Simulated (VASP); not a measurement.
**Shielding tensors and field gradients of BaThO3**

Aim: NMR shielding tensors and field gradients of BaThO3. The cell has space group Pm-3m. The start is a cell from a database of measured crystal structures.

Method: LDA; plane waves and PAW (Th, Ba_sv_GW, O), in the first sound run; inputs show where later runs differ, in VASP 6.6.1.

The database entry behind the starting cell is an old determination (1934), so it need not match the best structure at ambient conditions.

### 1. Starting point

Symmetry: Pm-3m, No. 221, cubic system. Conventional cell: a = 4.480 Å, b = 4.480 Å, c = 4.480 Å, α = 90.00°, β = 90.00°, γ = 90.00°. Th has 6 O at 2.24 Å nearest. Ba has 12 O at 3.17 Å nearest. Nearest to O lie 2 Th at 2.24 Å and 4 Ba at 3.17 Å. Farther neighbours and most contacts between anions are not listed.

### 2. Ground state

The next steps need an insulator, so the gap is checked first.

The input, INCAR:

```
SYSTEM = BaThO3
PREC = Accurate
ENCUT = 520
EDIFF = 1E-07
NELM = 100
ISMEAR = 0
SIGMA = 0.01
LREAL = .FALSE.
ALGO = Normal
GGA = CA
NBANDS = 26
LASPH = .TRUE.
LORBIT = 11
LWAVE = .FALSE.
LCHARG = .FALSE.
KPAR = 8
```

The input, POSCAR:

```
BaThO3
1.0
    4.4800000000      0.0000000000      0.0000000000
    0.0000000000      4.4800000000      0.0000000000
    0.0000000000      0.0000000000      4.4800000000
Th Ba O
1 1 3
Direct
    0.5000000000      0.5000000000      0.5000000000
    0.0000000000      0.0000000000      0.0000000000
    0.5000000000      0.0000000000      0.5000000000
    0.0000000000      0.5000000000      0.5000000000
    0.5000000000      0.5000000000      0.0000000000
```

The input, KPOINTS:

```
Automatic mesh
0
Gamma
4 4 4
0 0 0
```

The projector-augmented-wave data sets are Th, Ba_sv_GW and O (PBE family, release 64).

Run with:

```bash
> mpirun -np 8 vasp_std
```

The program printed:

```text
[banner, memory and clock lines left out]
running    8 mpi-ranks, on    1 nodes
 distrk:  each k-point on    1 cores,    8 groups
 distr:  one band on    1 cores,    1 groups

 POSCAR found type information on POSCAR ThBaO
 POSCAR found :  3 types and       5 ions
|                                                                             |
|           W    W    AA    RRRRR   N    N  II  N    N   GGGG   !!!           |
|           W    W   A  A   R    R  NN   N  II  NN   N  G    G  !!!           |
|           W    W  A    A  R    R  N N  N  II  N N  N  G       !!!           |
|           W WW W  AAAAAA  RRRRR   N  N N  II  N  N N  G  GGG   !            |
|           WW  WW  A    A  R   R   N   NN  II  N   NN  G    G                |
|           W    W  A    A  R    R  N    N  II  N    N   GGGG   !!!           |
|                                                                             |
|     For optimal performance we recommend to set                             |
|       NCORE = 2 up to number-of-cores-per-socket                            |
|     NCORE specifies how many cores store one orbital (NPAR=cpu/NCORE).      |
|     This setting can greatly improve the performance of VASP for DFT.       |
|     The default, NCORE=1 might be grossly inefficient on modern             |
|     multi-core architectures or massively parallel machines. Do your        |
|     Unfortunately you need to use the default for GW and RPA                |
|     calculations (for HF NCORE is supported but not extensively tested      |
|     yet).                                                                   |
|                                                                             |

|                                                                             |
|               ----> ADVICE to this user running VASP <----                  |
|                                                                             |
|     You enforced a specific xc type in the INCAR file but a different       |
|     [... a line on the potential file left out ...]
|     I HOPE YOU KNOW WHAT YOU ARE DOING!                                     |
|                                                                             |

 LDA part: xc-table for (Slater(with rela. corr.)+CA(PZ))
 , standard interpolation
 POSCAR, INCAR and KPOINTS ok, starting setup
 FFT: planning ... GRIDC
 FFT: planning ... GRID_SOFT
 FFT: planning ... GRID
 WAVECAR not read
 entering main loop
       N       E                     dE             d eps       ncg     rms          rms(c)
DAV:   1     0.519068263397E+03    0.51907E+03   -0.17574E+04   520   0.153E+03
DAV:   2     0.618471623389E+02   -0.45722E+03   -0.44740E+03   744   0.476E+02
DAV:   3    -0.477581038145E+02   -0.10961E+03   -0.10269E+03   884   0.205E+02
DAV:   4    -0.538076729957E+02   -0.60496E+01   -0.60380E+01   904   0.570E+01
DAV:   5    -0.540292767852E+02   -0.22160E+00   -0.22143E+00   844   0.906E+00    0.555E+01
DAV:   6    -0.461010597631E+02    0.79282E+01   -0.51613E+01   586   0.390E+01    0.485E+01
DAV:   7    -0.459154546868E+02    0.18561E+00   -0.71902E+00   876   0.252E+01    0.308E+01
DAV:   8    -0.458234835514E+02    0.91971E-01   -0.17433E+00   750   0.844E+00    0.831E+00
DAV:   9    -0.457481851042E+02    0.75298E-01   -0.60779E-01   802   0.588E+00    0.593E-01
DAV:  10    -0.457497720453E+02   -0.15869E-02   -0.28952E-02   796   0.112E+00    0.103E+00
DAV:  11    -0.457486597867E+02    0.11123E-02   -0.39760E-03   866   0.538E-01    0.209E-01
DAV:  12    -0.457485942888E+02    0.65498E-04   -0.12259E-03   816   0.200E-01    0.100E-01
DAV:  13    -0.457485869920E+02    0.72968E-05   -0.12014E-04   846   0.969E-02    0.109E-01
DAV:  14    -0.457485867113E+02    0.28076E-06   -0.78318E-06   780   0.183E-02    0.198E-02
DAV:  15    -0.457485859203E+02    0.79096E-06   -0.56992E-06   838   0.137E-02    0.183E-02
DAV:  16    -0.457485859219E+02   -0.16312E-08   -0.54512E-07   756   0.463E-03
   1 F= -.45748586E+02 E0= -.45748586E+02  d E =-.957274E-31
```

It took 11 s on 8 MPI ranks of AMD EPYC 7R43, shared host; peak memory 1.4 GiB.

The logs omit lines about the potential files and the build; timing stands in the text.

From OUTCAR (step 2):

```text
ion  position               nearest neighbor table
   1  0.500  0.500  0.500-   3 2.24   4 2.24   5 2.24   5 2.24   3 2.24   4 2.24
   2  0.000  0.000  0.000-
   3  0.500  0.000  0.500-   1 2.24   1 2.24
   4  0.000  0.500  0.500-   1 2.24   1 2.24
   5  0.500  0.500  0.000-   1 2.24   1 2.24

  LATTYP: Found a simple cubic cell.
 ALAT       =     4.4800000000

 Subroutine GETGRP returns: Found 48 space group operations
 (whereof 48 operations were pure point group operations)

The static configuration has the point symmetry O_h .

 Found     10 irreducible k-points:

   k-points           NKPTS =     10   k-points in BZ     NKDIM =     10   number of bands    NBANDS=     26

   dimension x,y,z NGX =    36 NGY =   36 NGZ =   36
   dimension x,y,z NGXF=    72 NGYF=   72 NGZF=   72

   ENCUT  =  520.0 eV  38.22 Ry    6.18 a.u.   8.33  8.33  8.33*2*pi/ulx,y,z

   NELECT =      40.0000    total number of electrons

 k-points in reciprocal lattice and weights: Automatic mesh
   0.00000000  0.00000000  0.00000000       0.016
   0.25000000  0.00000000  0.00000000       0.094
   0.50000000  0.00000000  0.00000000       0.047
   0.25000000  0.25000000  0.00000000       0.188
   0.50000000  0.25000000  0.00000000       0.188
   0.50000000  0.50000000  0.00000000       0.047
   0.25000000  0.25000000  0.25000000       0.125
   0.50000000  0.25000000  0.25000000       0.188
   0.50000000  0.50000000  0.25000000       0.094
   0.50000000  0.50000000  0.50000000       0.016

 average (electrostatic) potential at core
       1 -56.5886       2 -81.1119       3 -68.8387       4 -68.8387       5 -68.8387

 E-fermi :   4.6987

 k-point     1 :       0.0000    0.0000    0.0000
  band No.  band energies     occupation
    ...
     16       2.4539      2.00000
     17       2.4539      2.00000
     18       4.6193      2.00000
     19       4.6193      2.00000
     20       4.6193      2.00000
     21       7.4656      0.00000
     22       7.4656      0.00000
     23       7.6119      0.00000
     24       7.9482      0.00000
     25       7.9482      0.00000
    ...

 k-point     2 :       0.2500    0.0000    0.0000
  band No.  band energies     occupation
    ...
     16       2.2978      2.00000
     17       2.2978      2.00000
     18       3.1601      2.00000
     19       4.4964      2.00000
     20       4.4964      2.00000
     21       8.1348      0.00000
     22       8.1681      0.00000
     23       8.2292      0.00000
     24       8.8214      0.00000
     25       8.8555      0.00000
    ...

 k-point     3 :       0.5000    0.0000    0.0000
  band No.  band energies     occupation
    ...
     16       2.0842      2.00000
     17       2.0842      2.00000
     18       2.1006      2.00000
     19       4.3992      2.00000
     20       4.3992      2.00000
     21       8.8482      0.00000
     22       8.8952      0.00000
     23       8.9410      0.00000
     24       9.1729      0.00000
     25      10.1652      0.00000
    ...

  Total        1.8116615      1.8116615      1.8116615      0.0000000     -0.0000000      0.0000000
  in kB       32.2814918     32.2814918     32.2814918      0.0000000     -0.0000000      0.0000000
  external PRESSURE =      32.2814918 kB  Pullay stress =       0.0000000 kB

  energy-cutoff  :      520.00
  volume of cell :       89.92
      direct lattice vectors                 reciprocal lattice vectors
     4.480000000  0.000000000  0.000000000     0.223214286  0.000000000  0.000000000
     0.000000000  4.480000000  0.000000000     0.000000000  0.223214286  0.000000000
     0.000000000  0.000000000  4.480000000     0.000000000  0.000000000  0.223214286

 POSITION                                       TOTAL-FORCE (eV/Angst)
 -----------------------------------------------------------------------------------
      2.24000      2.24000      2.24000         0.000000      0.000000      0.000000
      0.00000      0.00000      0.00000         0.000000      0.000000      0.000000
      2.24000      0.00000      2.24000         0.000000      0.000000      0.000000
      0.00000      2.24000      2.24000         0.000000      0.000000      0.000000
      2.24000      2.24000      0.00000         0.000000      0.000000      0.000000
 -----------------------------------------------------------------------------------
    total drift:                                0.000000      0.000000      0.000000

  FREE ENERGIE OF THE ION-ELECTRON SYSTEM (eV)
  ---------------------------------------------------
  free  energy   TOTEN  =       -45.7485859219 eV

  energy  without entropy=      -45.7485859219  energy(sigma->0) =      -45.74858592

 total charge
# of ion       s       p       d       f       tot
--------------------------------------------------
    1        2.152   5.981   1.084   0.805  10.023
    2        1.878   4.498   0.082   0.013   6.470
    3        1.561   3.439   0.000   0.000   5.000
    4        1.561   3.439   0.000   0.000   5.000
    5        1.561   3.439   0.000   0.000   5.000
--------------------------------------------------
tot          8.713  20.797   1.166   0.818  31.494

[... 3 further parts left out ...]
```

The gap is read on the k-mesh alone, so it is an upper bound where the band edges lie off the mesh. The PAW data sets were made with PBE, a small mismatch for LDA.

A gap read on the k-mesh alone can miss the band edges.

Numbers from this step:

```yaml
free_energy_toten: -45.75 eV
fermi_energy: 4.699 eV
pressure: 3.228 GPa
gap_on_the_k_mesh: 2.846 eV
least_direct_gap_on_the_k_mesh: 2.846 eV
```

The cell has a gap of 2.85 eV on this mesh and a pressure of +3.2 GPa, which holds the misfit of the given cell and coordinates with this functional, and any error of cutoff, mesh and data sets. Spin-orbit coupling is left out, which can shift or reorder these edges.

(Continued in part 2 of 3.)

[Lines on the potential files, build, host, timing and source positions are cut from VASP's logs without a mark.]

[Logs are printed without paths, hosts, clocks, repeated set-up lines and the standing remarks that a program may print on its own settings, such as how far it seeks lower states.]

[Hosts, paths, dates, database ids (printed as entryN), source tags and the programs' standing remarks are cut or masked in the printed files.]
